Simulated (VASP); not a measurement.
# As (R-3m) in VASP: notebook, part 2 of 2

VASP 6.6.1. The steps go on from the part before.

**3. Phonons, PBE+D3(BJ)**

This run uses another cell than the first one, of 20.89 Å³/atom, 1.023 times its volume.

POSCAR reads:

```
As
1.0
    1.8945082363      1.0937948401      3.3603531838
   -1.8945082363      1.0937948401      3.3603531838
    0.0000000000     -2.1875896804      3.3603531838
  As
     2
Direct
     0.7693711044655146    0.7693711044655146    0.7693711044655146
     0.2306288955344855    0.2306288955344855    0.2306288955344855
```

INCAR.step1 reads:

```
SYSTEM = As
  ALGO = Normal
  EDIFF = 1E-8
  EDIFFG = -0.002
  ENCUT = 600
  GGA = PE
  IBRION = 2
  ISIF = 3
  ISMEAR = 1
  IVDW = 12
  KPAR = 2
  LASPH = .TRUE.
  LCHARG = .FALSE.
  LREAL = .FALSE.
  LWAVE = .FALSE.
  NELM = 80
  NSW = 40
  PREC = Accurate
  SIGMA = 0.2
```

INCAR.step2 reads:

```
SYSTEM = As
  ALGO = Normal
  EDIFF = 1E-8
  ENCUT = 600
  GGA = PE
  IBRION = 6
  ISIF = 2
  ISMEAR = 1
  IVDW = 12
  KPAR = 2
  LASPH = .TRUE.
  LCHARG = .FALSE.
  LREAL = .FALSE.
  LWAVE = .FALSE.
  NELM = 80
  NFREE = 2
  NSW = 1
  POTIM = 0.015
  PREC = Accurate
  SIGMA = 0.2
```

KPOINTS reads:

```
k-points
0
G
  22 22 22
  0 0 0
```

Potentials or basis: VASP PAW PBE potentials, release 64 (As).

Started as:

```bash
$ cat potpaw_PBE.64/As/POTCAR > POTCAR
$ cp INCAR.step1 INCAR
$ mpirun -np 2 vasp_std > vasp.out
$ cp CONTCAR POSCAR
$ cp INCAR.step2 INCAR
$ mpirun -np 2 vasp_std > vasp.out
```

OUTCAR:

```text
SYSTEM = As
   EDIFF = 1E-8
   ENCUT = 600
   GGA = PE
   IBRION = 6
   ISIF = 2
   ISMEAR = 1
   IVDW = 12
   LASPH = .TRUE.
   LREAL = .FALSE.
   NELM = 80
   NFREE = 2
   NSW = 1
   POTIM = 0.015
   PREC = Accurate
 IVDW          = 12

 ion  position               nearest neighbor table
   1  0.770  0.770  0.770-   2 2.54   2 2.54   2 2.54
   2  0.230  0.230  0.230-   1 2.54   1 2.54   1 2.54

  LATTYP: Found a trigonal (rhomboedric) cell.
 ALAT       =     4.0181608468
 COS(alpha) =     0.5555873410

  Lattice vectors:

 A1 = (   1.8941114541,   1.0935657578,   3.3707673197)
 A2 = (  -1.8941114541,   1.0935657578,   3.3707673197)
 A3 = (   0.0000000000,  -2.1871315157,   3.3707673197)

Analysis of symmetry for initial positions (statically):
=====================================================================
 Subroutine PRICEL returns:
 Original cell was already a primitive cell.

 Routine SETGRP: Setting up the symmetry group for a
 trigonal (rhombohedral) supercell.

 Subroutine GETGRP returns: Found 12 space group operations
 (whereof 12 operations were pure point group operations)
 out of a pool of 12 trial point group operations.

The static configuration has the point symmetry D_3d.

Analysis of symmetry for dynamics (positions and initial velocities):
=====================================================================
 Subroutine PRICEL returns:
 Original cell was already a primitive cell.

 Routine SETGRP: Setting up the symmetry group for a
 trigonal (rhombohedral) supercell.

 Subroutine GETGRP returns: Found 12 space group operations
 (whereof 12 operations were pure point group operations)
 out of a pool of 12 trial point group operations.

The dynamic configuration has the point symmetry D_3d.

 Subroutine INISYM returns: Found 12 space group operations
 (whereof 12 operations are pure point group operations),
 and found     1 'primitive' translations

----------------------------------------------------------------------------------------

                                     Primitive cell

  volume of cell :      41.8919

  direct lattice vectors                    reciprocal lattice vectors
     1.894111454  1.093565758  3.370767320     0.263976018  0.152406625  0.098889452
    -1.894111454  1.093565758  3.370767320    -0.263976018  0.152406625  0.098889452
     0.000000000 -2.187131516  3.370767320     0.000000000 -0.304813251  0.098889452

  length of vectors
     4.018160847  4.018160847  4.018160847     0.320453181  0.320453181  0.320453181

  position of ions in fractional coordinates (direct lattice)
     0.769546704  0.769546704  0.769546704
     0.230453296  0.230453296  0.230453296

  ion indices of the primitive-cell ions
   primitive index   ion index
                 1           1
                 2           2

----------------------------------------------------------------------------------------

 KPOINTS: k-points

Automatic generation of k-mesh.
 Grid dimensions read from file:
 generate k-points for:   22   22   22

 Generating k-lattice:
[... 76 lines left out ...]
   EFERMI =   0.00;   METHOD = LEGACY
   ISMEAR =     1;   SIGMA  =   0.20  broadening in eV -4-tet -1-fermi 0-gaus
   EFERMI_NEDOS =   21; number of points for ismear=-14 and -15
   IALGO  =     38    algorithm
   IMIX   =      4    mixing-type and parameters
     AMIX     =   0.40;   BMIX     =  1.00
     AMIX_MAG =   1.60;   BMIX_MAG =  1.00
  volume/ion in A,a.u.               =      20.95       141.35
  Fermi-wavevector in a.u.,A,eV,Ry     =   1.015542  1.919097 14.032044  1.031326
  Thomas-Fermi vector in A             =   2.148834
   LORBIT       =      0    0 simple, 1 ext, 2 COOP (PROOUT), +10 PAW based schemes
   GGA     = PE    functional components
   LHFCALC =     F    Hartree Fock is set to
   AEXX    =    0.0000 exact exchange contribution
   IVDW    =    12    specifies the selected vdW correction
   LEPSILON=     F    determine dielectric tensor
   LRPA    =     F    only Hartree local field effects (RPA)
 finite differences with symmetry
 non-spin polarized calculation
 Methfessel and Paxton  Order N= 1 SIGMA  =   0.20
  energy-cutoff  :      600.00
  volume of cell :       41.89
 maximum number of plane-waves:      1421
   NGX = 15   NGY = 15   NGZ = 15

--------------------------------------- Ionic step        1  -------------------------------------------

 number of electron      10.0000000 magnetization

 Free energy of the ion-electron system (eV)
  ---------------------------------------------------
  ext. energy  EPLUGINS =         0.00000000
  ---------------------------------------------------
  free energy    TOTEN  =        -9.30924673 eV

  energy without entropy =       -9.30980539  energy(sigma->0) =       -9.30943295

------------------------ aborting loop because EDIFF is reached ----------------------------------------

 Edisp (eV)   -0.86396

 E8    (eV) :    -0.3660
[... 151 lines left out ...]
--------------------------------------- Ionic step        5  -------------------------------------------

 number of electron      10.0000000 magnetization

 Free energy of the ion-electron system (eV)
  ---------------------------------------------------
  ext. energy  EPLUGINS =         0.00000000
  ---------------------------------------------------
  free energy    TOTEN  =        -9.30843754 eV

  energy without entropy =       -9.30925259  energy(sigma->0) =       -9.30870922

 E-fermi :   5.7445     XC(G=0): -10.1213

 val. band max:        5.7275873922   @ k =   0.5000   0.0455   0.0000
 cond. band min:       5.7477659443   @ k =   0.4091   0.0909   0.0909
 fundamental gap:      0.0201785521
 Fermi energy:         5.7444754185

 k-point     1 :       0.0000    0.0000    0.0000
  band No.  band energies     occupation
      1      -9.3661      2.00000
      2       0.1103      2.00000
      3       3.3007      2.00000
      4       3.6748      2.00000
      5       3.6748      2.00000
      6       7.9240     -0.00000
      7       8.8640     -0.00000
      8       8.8640     -0.00000
      9      12.1792      0.00000
[... 265 lines left out ...]
 k-point    24 :      -0.4545    0.0455   -0.0000
  band No.  band energies     occupation
      1      -6.6153      2.00000
      2      -5.4189      2.00000
      3       2.9235      2.00000
      4       3.3721      2.00000
      5       4.9680      2.00000
      6       5.7743      0.75088
      7       5.9882     -0.07090
      8       7.0080     -0.00000
      9      14.4528      0.00000

 [... further k-points ...]

------------------------ aborting loop because EDIFF is reached ----------------------------------------

 Edisp (eV)   -0.86392

 E8    (eV) :    -0.3660
[... 25 lines left out ...]
  FREE ENERGIE OF THE ION-ELECTRON SYSTEM (eV)
  ---------------------------------------------------
  free  energy   TOTEN  =       -10.1723555608 eV

  energy  without entropy=      -10.1731706096  energy(sigma->0) =      -10.17262724

 INTERNAL STRAIN TENSORS FROM DISPLACED ATOMS
 ============================================

 INTERNAL STRAIN TENSOR FOR ION    1 for displacements in x,y,z  (eV/Angst):
          X           Y           Z          XY          YZ          ZX
  --------------------------------------------------------------------------------
  x    -0.00000     0.00000     0.00000    -1.38757     0.00000     5.52981
  y    -1.38757     1.38757    -0.00000    -0.00000     5.52981     0.00000
  z     4.42540     4.42540     8.93193     0.00000    -0.00000     0.00000

 INTERNAL STRAIN TENSOR FOR ION    2 for displacements in x,y,z  (eV/Angst):
          X           Y           Z          XY          YZ          ZX
  --------------------------------------------------------------------------------
  x     0.00000    -0.00000     0.00000     1.38757     0.00000    -5.52981
  y     1.38757    -1.38757     0.00000     0.00000    -5.52981    -0.00000
  z    -4.42540    -4.42540    -8.93193     0.00000     0.00000     0.00000

 Eigenvectors and eigenvalues of the dynamical matrix
 ----------------------------------------------------

   1 f  =    7.046309 THz    44.273267 2PiTHz  235.039580 cm-1    29.141181 meV
             X         Y         Z           dx          dy          dz
      0.000000 -0.000000  7.781889     0.000000    0.000000   -0.707107
      0.000000 -0.000000  2.330413    -0.000000   -0.000000    0.707107
[... 21 lines left out ...]
   6 f/i=    0.000000 THz     0.000001 2PiTHz    0.000003 cm-1     0.000000 meV
             X         Y         Z           dx          dy          dz
      0.000000 -0.000000  7.781889     0.085403    0.297336   -0.635844
      0.000000 -0.000000  2.330413     0.085403    0.297336   -0.635844

 ELASTIC MODULI CONTR FROM IONIC RELAXATION (kBar)
 Direction    XX          YY          ZZ          XY          YZ          ZX
 --------------------------------------------------------------------------------
 XX        -118.7531    -78.0868   -198.6443      0.0000     81.0325     -0.0000
 YY         -78.0868   -118.7531   -198.6443     -0.0000    -81.0325      0.0000
 ZZ        -198.6443   -198.6443   -400.9306      0.0000      0.0000     -0.0000
 XY           0.0000     -0.0000      0.0000    -20.3331     -0.0000     81.0324
 YZ          81.0325    -81.0325      0.0000     -0.0000   -322.9337      0.0000
 ZX          -0.0000      0.0000     -0.0000     81.0324      0.0000   -322.9332
 --------------------------------------------------------------------------------
```

Wall time 12 min (2 MPI ranks of Intel Xeon 6975P-C (Granite Rapids), shared host); peak memory 3.4 GiB.

What came out:

```yaml
Relaxed_volume: 20.95 Å³/atom
Relaxed_cell: a = 4.018 Å, b = 4.018 Å, c = 4.018 Å, α = 56.25°, β = 56.25°, γ = 56.25°
Space_group_after_relaxing_to_0.05_Å: R-3m (No. 166)
Highest_phonon_frequency_at_Γ: 235 cm⁻¹
Dispersion_energy_per_atom: -0.432 eV
```

Final structure:
```
CELL_PARAMETERS angstrom
1.89411 1.09357 3.37077
-1.89411 1.09357 3.37077
0.00000 -2.18713 3.37077
ATOMIC_POSITIONS crystal
As 0.76955 0.76955 0.76955
As 0.23045 0.23045 0.23045
```

Phonon frequencies in cm⁻¹ (negative: imaginary):
```tsv
q point	frequencies
(0.000, 0.000, 0.000)	0 0 0 162 162 235
```

**4. Band structure, PBE**

This run uses another cell than the first one, of 20.89 Å³/atom, 1.023 times its volume.

INCAR reads:

```
SYSTEM = As
PREC = Accurate ; ENCUT = 520
EDIFF = 1E-7 ; ISMEAR = 1
SIGMA = 0.1 ; LREAL = .False.
LASPH = .True. ; NELM = 80
ALGO = Fast ; ISIF = 2
LWAVE = .False. ; LCHARG = .False.
GGA = PE ; KPAR = 4
```

KPOINTS reads:

```
regular mesh
0
Gamma
  12 12 12
  0 0 0
```

POSCAR reads:

```
As                                      
1.0
    1.8945082419      1.0937948434      3.3603531756
   -1.8945082419      1.0937948434      3.3603531756
    0.0000000000     -2.1875896869      3.3603531756
  As            
     2
Direct
     0.7693711040514970    0.7693711040514970    0.7693711040514970
     0.2306288959485031    0.2306288959485031    0.2306288959485031
```

KPOINTS_OPT reads:

```
explicit points
258
Reciprocal
 0.0000000000  0.0000000000  0.0000000000 1
 0.0263157895  0.0000000000  0.0000000000 1
 0.0526315789  0.0000000000  0.0000000000 1
 0.0789473684  0.0000000000  0.0000000000 1
 0.1052631579  0.0000000000  0.0000000000 1
 0.1315789474  0.0000000000  0.0000000000 1
[... 250 lines left out ...]
 0.7892502200  0.3847371100  0.3847371100 1
 0.7501006000  0.3455874800  0.3455874800 1
```

Started as:

```bash
$ cat potpaw_PBE.64/As/POTCAR > POTCAR
$ mpirun -np 4 vasp_std > vasp.out
```

It took 19 s on 4 MPI ranks of Intel Xeon 6975P-C (Granite Rapids), shared host; peak memory 0.23 GiB.

Results (log left out):

```
Free energy             : -9.3114 eV
Pressure                : 3.4 GPa
Largest force           : 0.008 eV/Å
Band gap along the path : none (metal or under the smearing width)
```

Forces in eV/Å, atoms in the order of the input:
```
As   0.000  0.000 -0.008
As   0.000  0.000  0.008
```

Levels at the corners of the path, in eV from the Fermi level:
```csv
point,band 2,band 3,band 4,band 5,band 6,band 7,band 8,band 9
Γ,-5.56,-2.36,-2.07,-2.07,2.16,3.15,3.15,6.47
L,-11.28,-2.55,-2.35,-0.29,-0.29,0.29,0.88,9.48
L,-11.28,-2.55,-2.35,-0.29,-0.29,0.29,0.88,9.48
B1,-10.67,-6.00,-5.61,-1.08,1.01,5.48,5.63,7.05
B,-10.67,-6.00,-5.61,-1.08,1.01,5.48,5.63,7.05
Z,-10.38,-1.71,-1.71,-0.64,0.36,0.36,1.55,8.54
Z,-10.38,-1.71,-1.71,-0.64,0.36,0.36,1.55,8.54
Γ,-5.56,-2.36,-2.07,-2.07,2.16,3.15,3.15,6.47
Γ,-5.56,-2.36,-2.07,-2.07,2.16,3.15,3.15,6.47
X,-10.82,-6.30,-3.65,-3.47,3.26,3.60,5.25,6.65
Q,-10.82,-6.30,-3.65,-3.47,3.26,3.60,5.25,6.65
F,-9.50,-6.33,-4.35,-4.28,1.64,5.72,6.71,7.72
F,-9.50,-6.33,-4.35,-4.28,1.64,5.72,6.71,7.72
P1,-10.20,-6.33,-3.84,-3.21,2.61,3.83,5.83,6.80
P1,-10.20,-6.33,-3.84,-3.21,2.61,3.83,5.83,6.80
Z,-10.38,-1.71,-1.71,-0.64,0.36,0.36,1.55,8.54
L,-11.28,-2.55,-2.35,-0.29,-0.29,0.29,0.88,9.48
P,-10.20,-6.33,-3.84,-3.21,2.61,3.83,5.83,6.80
```

**5. Band structure, LDA**

This run uses another cell than the first one, of 20.89 Å³/atom, 1.023 times its volume.

INCAR: that of step 4 with these lines changed.

```diff
@@ -7,2 +7,2 @@
 LWAVE = .False. ; LCHARG = .False.
-GGA = PE ; KPAR = 4
+KPAR = 4
```

KPOINTS is that of step 4.

POSCAR is that of step 4.

KPOINTS_OPT is that of step 4.

Potentials or basis: VASP PAW LDA potentials, release 64 (As).

Started as:

```bash
$ cat potpaw_LDA.64/As/POTCAR > POTCAR
$ mpirun -np 4 vasp_std > vasp.out
```

Wall time 16 s (4 MPI ranks of Intel Xeon 6975P-C (Granite Rapids), shared host); peak memory 0.21 GiB.

Results (log left out):

```yaml
Free_energy: -10.7812 eV
Pressure: -1.7 GPa
Largest_force: 0.104 eV/Å
Band_gap_along_the_path: none (metal or under the smearing width)
```

Forces in eV/Å, atoms in the order of the input:
```
As   0.000  0.000  0.104
As   0.000  0.000 -0.104
```

Stress tensor (GPa, compression positive):
```
-1.71  0.00  0.00
 0.00 -1.71  0.00
 0.00  0.00 -1.61
```

Levels at the corners of the path, in eV from the Fermi level:
| point | band 3 | band 4 | band 5 | band 6 | band 7 | band 8 |
| --- | --- | --- | --- | --- | --- | --- |
| Γ | -2.32 | -2.03 | -2.03 | 2.17 | 3.15 | 3.15 |
| L | -2.49 | -2.31 | -0.31 | -0.26 | 0.28 | 0.90 |
| L | -2.49 | -2.31 | -0.31 | -0.26 | 0.28 | 0.90 |
| B1 | -5.96 | -5.58 | -1.04 | 1.01 | 5.48 | 5.62 |
| B | -5.96 | -5.58 | -1.04 | 1.01 | 5.48 | 5.62 |
| Z | -1.65 | -1.65 | -0.68 | 0.38 | 0.38 | 1.55 |
| Z | -1.65 | -1.65 | -0.68 | 0.38 | 0.38 | 1.55 |
| Γ | -2.32 | -2.03 | -2.03 | 2.17 | 3.15 | 3.15 |
| Γ | -2.32 | -2.03 | -2.03 | 2.17 | 3.15 | 3.15 |
| X | -6.26 | -3.61 | -3.45 | 3.26 | 3.58 | 5.27 |
| Q | -6.26 | -3.61 | -3.45 | 3.26 | 3.58 | 5.27 |
| F | -6.30 | -4.30 | -4.23 | 1.65 | 5.69 | 6.67 |
| F | -6.30 | -4.30 | -4.23 | 1.65 | 5.69 | 6.67 |
| P1 | -6.29 | -3.79 | -3.19 | 2.62 | 3.84 | 5.81 |
| P1 | -6.29 | -3.79 | -3.19 | 2.62 | 3.84 | 5.81 |
| Z | -1.65 | -1.65 | -0.68 | 0.38 | 0.38 | 1.55 |
| L | -2.49 | -2.31 | -0.31 | -0.26 | 0.28 | 0.90 |
| P | -6.29 | -3.79 | -3.19 | 2.62 | 3.84 | 5.81 |

**6. Band structure, r2SCAN**

This run uses another cell than the first one, of 20.89 Å³/atom, 1.023 times its volume.

INCAR: that of step 5 with these lines changed.

```diff
@@ -5,4 +5,5 @@
 LASPH = .True. ; NELM = 80
-ALGO = Fast ; ISIF = 2
+ALGO = Normal ; ISIF = 2
 LWAVE = .False. ; LCHARG = .False.
+METAGGA = R2SCAN ; LMIXTAU = .True.
 KPAR = 4
```

KPOINTS is that of step 5.

POSCAR is that of step 5.

KPOINTS_OPT is that of step 5.

Potentials or basis: VASP PAW PBE potentials, release 64 (As).

Started as:

```bash
$ cat potpaw_PBE.64/As/POTCAR > POTCAR
$ mpirun -np 4 vasp_std > vasp.out
```

It took 65 s on 4 MPI ranks of Intel Xeon 6975P-C (Granite Rapids), shared host; peak memory 0.24 GiB.

Results (log left out):

```
Free energy             : -29.3534 eV
Pressure                : 1.3 GPa
Largest force           : 0.267 eV/Å
Band gap along the path : none (metal or under the smearing width)
```

Forces in eV/Å, atoms in the order of the input:
```
As   0.000  0.000  0.267
As   0.000  0.000 -0.267
```

Stress tensor (GPa, compression positive):
```
0.93 0.00 0.00
0.00 0.93 0.00
0.00 0.00 2.01
```

Levels at the corners of the path, in eV from the Fermi level:
| point | band 1 | band 2 | band 3 | band 4 | band 5 | band 6 | band 7 | band 8 | band 9 |
| --- | --- | --- | --- | --- | --- | --- | --- | --- | --- |
| Γ | -15.92 | -5.75 | -2.66 | -2.39 | -2.39 | 2.18 | 3.18 | 3.18 | 6.81 |
| L | -12.94 | -11.89 | -2.87 | -2.65 | -0.45 | -0.22 | 0.36 | 0.82 | 10.08 |
| L | -12.94 | -11.89 | -2.87 | -2.65 | -0.45 | -0.22 | 0.36 | 0.82 | 10.07 |
| B1 | -12.22 | -11.25 | -6.39 | -5.98 | -1.31 | 1.03 | 5.73 | 5.89 | 7.37 |
| B | -12.22 | -11.25 | -6.39 | -5.98 | -1.31 | 1.03 | 5.73 | 5.89 | 7.38 |
| Z | -14.14 | -10.93 | -1.98 | -1.98 | -0.56 | 0.24 | 0.24 | 1.60 | 9.13 |
| Z | -14.14 | -10.93 | -1.98 | -1.98 | -0.56 | 0.24 | 0.24 | 1.60 | 9.13 |
| Γ | -15.92 | -5.75 | -2.66 | -2.39 | -2.39 | 2.18 | 3.18 | 3.18 | 6.81 |
| Γ | -15.92 | -5.75 | -2.66 | -2.39 | -2.39 | 2.18 | 3.18 | 3.18 | 6.81 |
| X | -12.18 | -11.41 | -6.69 | -3.97 | -3.73 | 3.31 | 3.74 | 5.56 | 6.89 |
| Q | -12.18 | -11.41 | -6.69 | -3.97 | -3.73 | 3.31 | 3.74 | 5.56 | 6.89 |
| F | -12.91 | -10.01 | -6.69 | -4.70 | -4.66 | 1.80 | 5.88 | 7.02 | 8.03 |
| F | -12.91 | -10.01 | -6.69 | -4.70 | -4.66 | 1.80 | 5.88 | 7.02 | 8.03 |
| P1 | -12.76 | -10.75 | -6.72 | -4.20 | -3.45 | 2.72 | 3.88 | 6.20 | 7.05 |
| P1 | -12.76 | -10.75 | -6.72 | -4.20 | -3.45 | 2.72 | 3.88 | 6.20 | 7.05 |
| Z | -14.14 | -10.93 | -1.98 | -1.98 | -0.56 | 0.24 | 0.24 | 1.60 | 9.13 |
| L | -12.94 | -11.89 | -2.87 | -2.65 | -0.45 | -0.22 | 0.36 | 0.82 | 10.15 |
| P | -12.76 | -10.75 | -6.72 | -4.20 | -3.45 | 2.72 | 3.88 | 6.20 | 7.05 |

Caveat: the PAW data sets were made with another functional, which shifts forces and pressure a little.

**7. Overview**

```tsv
task	level	potentials or basis	cell	k mesh	cutoff (eV)	smearing	by perturbation theory	pressure (GPa)	largest force (eV/Å)
phonons	LDA	VASP PAW LDA potentials, release 64 (As)	relaxed	22 × 22 × 22	600	methfessel-paxton 0.2 eV	no	-	-
phonons	PBE+D3(BJ)	VASP PAW PBE potentials, release 64 (As)	relaxed	22 × 22 × 22	600	methfessel-paxton 0.2 eV	no	-	-
band structure	PBE	VASP PAW PBE potentials, release 64 (As)	R-3m, 20.89 Å³/atom	12 × 12 × 12	520	methfessel-paxton 0.1 eV	-	3.4	0.01
band structure	LDA	VASP PAW LDA potentials, release 64 (As)	R-3m, 20.89 Å³/atom	12 × 12 × 12	520	methfessel-paxton 0.1 eV	-	-1.7	0.10
band structure	r2SCAN	VASP PAW PBE potentials, release 64 (As)	R-3m, 20.89 Å³/atom	12 × 12 × 12	520	methfessel-paxton 0.1 eV	-	1.3	0.27
```

Alike in all rows: no spin polarisation.

Caveats: the PAW data sets were made with another functional, which shifts forces and pressure a little (some runs).

Total energies depend on the potentials used, so only differences within one code and one set of settings carry meaning.
